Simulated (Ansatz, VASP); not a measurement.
# Sc: VASP beside Ansatz

```
Sc
1.0
    -1.83207    1.83207    2.78723
     1.83207   -1.83207    2.78723
     1.83207    1.83207   -2.78723
Sc
1
Direct
  0.00000 0.00000 0.00000
```

Alike in both runs: task single point; functional PBEsol; k mesh 16 × 16 × 16; occupations gaussian, width 0.1 eV; no spin polarisation.

```csv
,VASP,Ansatz
version,VASP 6.6.1,Ansatz 0.2.0
potentials or method,"VASP PAW PBE potentials, release 64 (Sc_sv)","scalar-relativistic, plane waves, PAW"
plane-wave cutoff (eV),520,420
valence electrons in the cell,11,11
```

|  | VASP | Ansatz | Ansatz less VASP |
| --- | --- | --- | --- |
| gap on the k mesh at the Fermi level (eV) | none | none | - |
| pressure (GPa) | -11.5 | -11.5 | +0.01 |
| largest component of the traceless stress (GPa) | 1.05 | 1.05 | -0.002 |

A gap of «none» marks a metal or a gap that the smearing closes.

Caveats: the PAW data sets were made with another functional, which shifts forces and pressure a little (VASP).
